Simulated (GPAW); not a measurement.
Input of a GPAW 26.7.0 run:

File run.py:

```python
import spglib
from ase import Atoms
from ase.dft.bandgap import bandgap
from ase.io import read, write
from ase.units import GPa
from gpaw import GPAW, PW

atoms = read('TePb.cif')
cell, positions, numbers = spglib.find_primitive(
    (atoms.cell[:], atoms.get_scaled_positions(), atoms.numbers), symprec=1e-4)
atoms = Atoms(numbers, cell=cell, scaled_positions=positions, pbc=True)

calc = GPAW(mode=PW(500),
            xc='PBE',
            kpts={'size': (6, 6, 6), 'gamma': True},
            occupations={'name': 'fermi-dirac', 'width': 0.05},
            nbands=19,
            convergence={'density': 1e-05, 'energy': 1e-05},
            maxiter=80,
            txt='gpaw.txt')
atoms.calc = calc
energy = atoms.get_potential_energy()
forces = atoms.get_forces()
stress = atoms.get_stress()
calc.write('gs.gpw')
write('result.traj', atoms)
print(f'Energy: {energy:.6f} eV')
print('Forces (eV/A):')
print(forces.round(4))
print('Stress (GPa):', (stress / GPa).round(3))
print('Fermi level:', round(calc.get_fermi_level(), 4), 'eV')
print(f'Gap: {bandgap(calc)[0]:.4f} eV, direct: {bandgap(calc, direct=True)[0]:.4f} eV')
```

File TePb.cif:

```cif
data_TePb
_cell_length_a 6.46200000
_cell_length_b 6.46200000
_cell_length_c 6.46200000
_cell_angle_alpha 90.00000000
_cell_angle_beta 90.00000000
_cell_angle_gamma 90.00000000
_space_group_name_H-M_alt 'Fm-3m'
_space_group_name_Hall '-F 4 2 3'
_space_group_IT_number 225
loop_
_space_group_symop_operation_xyz
'x,y,z'
'-x,-y,-z'
'-y,x,z'
'y,-x,-z'
'-x,-y,z'
'x,y,-z'
'y,-x,z'
'-y,x,-z'
'x,-y,-z'
'-x,y,z'
'-y,-x,-z'
'y,x,z'
'-x,y,-z'
'x,-y,z'
'y,x,-z'
'-y,-x,z'
'z,x,y'
'-z,-x,-y'
'z,-y,x'
'-z,y,-x'
'z,-x,-y'
'-z,x,y'
'z,y,-x'
'-z,-y,x'
'-z,x,-y'
'z,-x,y'
'-z,-y,-x'
'z,y,x'
'-z,-x,y'
'z,x,-y'
'-z,y,x'
'z,-y,-x'
'y,z,x'
'-y,-z,-x'
'x,z,-y'
'-x,-z,y'
'-y,z,-x'
'y,-z,x'
'-x,z,y'
'x,-z,-y'
'-y,-z,x'
'y,z,-x'
'-x,-z,-y'
'x,z,y'
'y,-z,-x'
'-y,z,x'
'x,-z,y'
'-x,z,-y'
'x,y+1/2,z+1/2'
'-x,-y+1/2,-z+1/2'
'-y,x+1/2,z+1/2'
'y,-x+1/2,-z+1/2'
'-x,-y+1/2,z+1/2'
'x,y+1/2,-z+1/2'
'y,-x+1/2,z+1/2'
'-y,x+1/2,-z+1/2'
'x,-y+1/2,-z+1/2'
'-x,y+1/2,z+1/2'
'-y,-x+1/2,-z+1/2'
[... 41 lines left out ...]
'-x+1/2,-y,z+1/2'
'x+1/2,y,-z+1/2'
'y+1/2,-x,z+1/2'
'-y+1/2,x,-z+1/2'
'x+1/2,-y,-z+1/2'
'-x+1/2,y,z+1/2'
'-y+1/2,-x,-z+1/2'
'y+1/2,x,z+1/2'
'-x+1/2,y,-z+1/2'
'x+1/2,-y,z+1/2'
'y+1/2,x,-z+1/2'
'-y+1/2,-x,z+1/2'
'z+1/2,x,y+1/2'
'-z+1/2,-x,-y+1/2'
'z+1/2,-y,x+1/2'
'-z+1/2,y,-x+1/2'
'z+1/2,-x,-y+1/2'
'-z+1/2,x,y+1/2'
'z+1/2,y,-x+1/2'
'-z+1/2,-y,x+1/2'
'-z+1/2,x,-y+1/2'
'z+1/2,-x,y+1/2'
'-z+1/2,-y,-x+1/2'
'z+1/2,y,x+1/2'
'-z+1/2,-x,y+1/2'
'z+1/2,x,-y+1/2'
'-z+1/2,y,x+1/2'
'z+1/2,-y,-x+1/2'
'y+1/2,z,x+1/2'
'-y+1/2,-z,-x+1/2'
'x+1/2,z,-y+1/2'
'-x+1/2,-z,y+1/2'
'-y+1/2,z,-x+1/2'
'y+1/2,-z,x+1/2'
'-x+1/2,z,y+1/2'
'x+1/2,-z,-y+1/2'
'-y+1/2,-z,x+1/2'
'y+1/2,z,-x+1/2'
'-x+1/2,-z,-y+1/2'
'x+1/2,z,y+1/2'
'y+1/2,-z,-x+1/2'
'-y+1/2,z,x+1/2'
'x+1/2,-z,y+1/2'
'-x+1/2,z,-y+1/2'
'x+1/2,y+1/2,z'
'-x+1/2,-y+1/2,-z'
'-y+1/2,x+1/2,z'
'y+1/2,-x+1/2,-z'
'-x+1/2,-y+1/2,z'
'x+1/2,y+1/2,-z'
'y+1/2,-x+1/2,z'
'-y+1/2,x+1/2,-z'
'x+1/2,-y+1/2,-z'
'-x+1/2,y+1/2,z'
'-y+1/2,-x+1/2,-z'
'y+1/2,x+1/2,z'
'-x+1/2,y+1/2,-z'
'x+1/2,-y+1/2,z'
'y+1/2,x+1/2,-z'
'-y+1/2,-x+1/2,z'
'z+1/2,x+1/2,y'
'-z+1/2,-x+1/2,-y'
'z+1/2,-y+1/2,x'
'-z+1/2,y+1/2,-x'
'z+1/2,-x+1/2,-y'
'-z+1/2,x+1/2,y'
'z+1/2,y+1/2,-x'
'-z+1/2,-y+1/2,x'
'-z+1/2,x+1/2,-y'
'z+1/2,-x+1/2,y'
'-z+1/2,-y+1/2,-x'
'z+1/2,y+1/2,x'
'-z+1/2,-x+1/2,y'
'z+1/2,x+1/2,-y'
'-z+1/2,y+1/2,x'
'z+1/2,-y+1/2,-x'
'y+1/2,z+1/2,x'
'-y+1/2,-z+1/2,-x'
'x+1/2,z+1/2,-y'
'-x+1/2,-z+1/2,y'
'-y+1/2,z+1/2,-x'
'y+1/2,-z+1/2,x'
'-x+1/2,z+1/2,y'
'x+1/2,-z+1/2,-y'
'-y+1/2,-z+1/2,x'
'y+1/2,z+1/2,-x'
'-x+1/2,-z+1/2,-y'
'x+1/2,z+1/2,y'
'y+1/2,-z+1/2,-x'
'-y+1/2,z+1/2,x'
'x+1/2,-z+1/2,y'
'-x+1/2,z+1/2,-y'
loop_
_atom_site_label
_atom_site_type_symbol
_atom_site_symmetry_multiplicity
_atom_site_Wyckoff_symbol
_atom_site_fract_x
_atom_site_fract_y
_atom_site_fract_z
_atom_site_occupancy
Pb1 Pb 4 a 0.0000000000 0.0000000000 0.0000000000 1
Te1 Te 4 b 0.5000000000 0.0000000000 0.0000000000 1
```

Potentials or basis: GPAW PAW data sets (gpaw-data 1.2.1), pw.

Launch:

```sh
$ OMP_NUM_THREADS=1 python run.py
```

Predict the band gap on the k mesh.

0.69 eV, direct.

Predict the pressure.

1.7 GPa.

Caveat: the cutoff is short for stress and forces, so pressures can be off by a GPa or more; spin-orbit coupling is left out, which as a rule narrows the gap of such compounds by several tenths of an eV.

**Experimental background.**

A printed reference work, monograph reports, for a bulk crystal of TePb at 4.2 K: band gap 0.19 eV (direct).

Against the measured gap of TePb, 0.19 eV (direct; 4.2 K; a printed reference work, monograph), the calculated 0.69 eV is off by +0.50 eV. Spin-orbit coupling on Pb, Te is left out. The value is that of PBE on a finite k mesh, which can miss the band edges, without temperature or zero-point motion.
